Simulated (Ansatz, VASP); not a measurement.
B: VASP beside Ansatz

The input INCAR:

```
SYSTEM = B
PREC     = Accurate       ! precision mode
ENCUT    = 520            ! plane-wave cutoff, eV
EDIFF    = 1E-6           ! SCF threshold, eV
ISMEAR   = 0              ! smearing method
SIGMA    = 0.1            ! smearing width, eV
LREAL    = .False.        ! projectors in reciprocal space
LASPH    = .True.         ! aspherical terms in the spheres
NELM     = 100            ! most SCF steps
ALGO     = Normal         ! electronic algorithm
ISIF     = 2              ! what is computed and relaxed
LWAVE    = .False.        ! write WAVECAR
LCHARG   = .False.        ! write CHGCAR
GGA      = PE             ! functional
NBANDS   = 10             ! bands
```

The input KPOINTS:

```
Automatic mesh
0
Gamma
  10 6 6
  0 0 0
```

POSCAR

```
B
1.0
    1.8518601900      0.0000000000      0.0000000000
    0.0000000000      2.9388209000      0.0000000000
    0.0000000000      0.0000000000      3.1112576600
B
2
Direct
    0.0000000000      0.0000000000      0.5498235800
    0.5000000000      0.5000000000      0.4501764200
```

Input for Ansatz:

```yaml
crystal:
  lattice:
    - [1.85186019, 0.0, 0.0]
    - [0.0, 2.9388209, 0.0]
    - [0.0, 0.0, 3.11125766]
  atoms:
    - { symbol: B, position: [0.0, 0.0, 0.54982358] }
    - { symbol: B, position: [0.5, 0.5, 0.45017642] }
basis:
  ecutwfc: 420
kpoints:
  mp_grid: { grid: [10, 6, 6] }
hamiltonian:
  xc: pbe
scf:
  occupations: { method: gaussian, width: 0.1 }
  lower_state_search: "off"
output:
  forces: true
  stress: true
  eigenvalues: true
```

Alike in both runs: task single point; functional PBE; k mesh 10 × 6 × 6; occupations gaussian, width 0.1 eV; no spin polarisation.

|  | VASP | Ansatz |
| --- | --- | --- |
| version | VASP 6.6.1 | Ansatz 0.2.0 |
| potentials or method | VASP PAW PBE potentials, release 64 (B) | scalar-relativistic, plane waves, PAW |
| plane-wave cutoff (eV) | 520 | 420 |
| valence electrons in the cell | 6 | 6 |

VASP gave:

| Property | Result |
| --- | --- |
| gap on the k mesh at the Fermi level (eV) | none |
| pressure (GPa) | -16.2 |
| largest component of the traceless stress (GPa) | 28.31 |
| rms of the force components (eV/Å) | 0.090 |

Task: What did Ansatz give for the same quantities?

Result: gap on the k mesh at the Fermi level (eV): none; pressure (GPa): -16.1; largest component of the traceless stress (GPa): 28.19; rms of the force components (eV/Å): 0.092.

Atom by atom the forces differ by 0.002 eV/Å (rms over components). A gap of «none» marks a metal or a gap that the smearing closes.

Caveats: so large a pressure means that the cell lies far from this level's equilibrium, or that cutoff or potentials fall short (VASP).
